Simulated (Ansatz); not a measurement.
**What a change of settings does to a run on InSe**

The cell is COD entry 1534648, which may be a prediction rather than a measurement; nothing was relaxed.

First run: DFT, PBE, all-electron PAW with datasets made for the crystal, scalar-relativistic (Ansatz 0.2.0).

Command: `ansatz run input.yaml --threads 1 --pin off --max-ram 4096MiB --backend cpu --events-out ev --progress --plain --runs-dir out` The run took 56 s on 1 thread of Arm Neoverse V2, on a shared host, peak memory 0.79 GiB.

```yaml
crystal:
  lattice:
    - [1.9999996503, 1.1547003365, 8.31667]
    - [-1.9999996503, 1.1547003365, 8.31667]
    - [0.0, -2.309400673, 8.31667]
  atoms:
    - { symbol: In, position: [0.0, 0.0, 0.0] }
    - { symbol: In, position: [0.1122, 0.1122, 0.1122] }
    - { symbol: Se, position: [0.6155, 0.6155, 0.6155] }
    - { symbol: Se, position: [0.83, 0.83, 0.83] }
kpoints:
  mp_grid: { grid: [7, 7, 7] }
  band_path:
    path:
      - [0.0, 0.0, 0.0]
      - [-0.5, -0.5, -0.5]
      - [-0.5, -0.1795180059, -0.8204819941]
      - [-0.1795180059, 0.1795180059, -0.5]
      - [0.0, 0.0, -0.5]
      - [0.0, 0.0, 0.0]
      - [0.0, 0.3397590029, -0.3397590029]
      - [-0.3397590029, 0.0, -0.6602409971]
      - [-0.5, 0.0, -0.5]
    npoints: 8
scf:
  occupations: { method: fermi_dirac, width: 0.01 }
hamiltonian:
  xc: pbe
  pseudopotentials: { kind: all_electron, datasets: crystal }
output:
  forces: true
  stress: true
  eigenvalues: true
  efg: { contact_densities: true }
```

Result: converged; pressure 2.91 GPa; largest force 0.216 eV/Å; gap on the k mesh 0.75 eV (the mesh can miss the band edges); 10 SCF iterations.

Spin–orbit coupling is left out, though it moves levels of the heavy atoms by tenths of an eV or more.

The input is then changed:

```diff
@@ -10,5 +10,5 @@
     - { symbol: Se, position: [0.83, 0.83, 0.83] }
 kpoints:
-  mp_grid: { grid: [7, 7, 7] }
+  mp_grid: { grid: [2, 2, 2] }
   band_path:
     path:
@@ -25,6 +25,7 @@
 scf:
   occupations: { method: fermi_dirac, width: 0.01 }
+  algorithm: density_mixing
 hamiltonian:
-  xc: pbe
+  xc: r2scan
   pseudopotentials: { kind: all_electron, datasets: crystal }
 output:
```

Question: Predict the outcome of the changed run.

Answer: It converged; pressure 3.55 GPa; largest force 0.269 eV/Å; gap on the k mesh 0.79 eV; 13 SCF iterations. Some of these settings are too coarse for converged properties.
